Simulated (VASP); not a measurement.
Here is a VASP 6.6.1 calculation.

INCAR

```
ALGO = Normal
EDIFF = 1E-6
EDIFFG = -0.01
ENCUT = 600
IBRION = 2
ISIF = 3
ISMEAR = -1
LASPH = True
LCHARG = False
LREAL = False
LWAVE = False
NELM = 80
NSW = 40
PREC = Accurate
SIGMA = 0.05
```

The input KPOINTS:

```
k-points
0
Gamma
  10 10 10
```

File POSCAR:

```
HfC
1.0
    0.0000000000      2.3250000000      2.3250000000
    2.3250000000      0.0000000000      2.3250000000
    2.3250000000      2.3250000000      0.0000000000
Hf C
1 1
Direct
    0.5000000000      0.5000000000      0.5000000000
    0.0000000000      0.0000000000      0.0000000000
```

Potentials or basis: VASP PAW LDA potentials, release 64 (Hf_pv, C).

The run is started by

```console
$ cat potpaw_LDA.64/Hf_pv/POTCAR potpaw_LDA.64/C/POTCAR > POTCAR
$ mpirun -np 1 vasp_std > vasp.out
```

Predict the relaxed cell.

a = 3.236 Å, b = 3.236 Å, c = 3.236 Å, α = 60.00°, β = 60.00°, γ = 60.00°.

What does it give for the relaxed volume?

11.98 Å³/atom.

Estimate the space group after relaxing (to 0.05 Å).

Fm-3m (No. 225).

What does it give for the band gap on the k mesh?

None (metal or under the smearing width).

Step by step:
```tsv
step	energy change (eV)	largest force (eV/Å)	pressure (GPa)	volume (Å³)
1	0.0000	0.0000	-11.67	25.14
2	0.1159	0.0000	27.68	21.95
3	-0.0448	0.0000	-0.34	23.98
4	-0.0449	0.0000	-0.03	23.96
```

The run has no spin-orbit coupling, so splittings on Hf are missing. LDA usually gives volumes a few per cent too small.
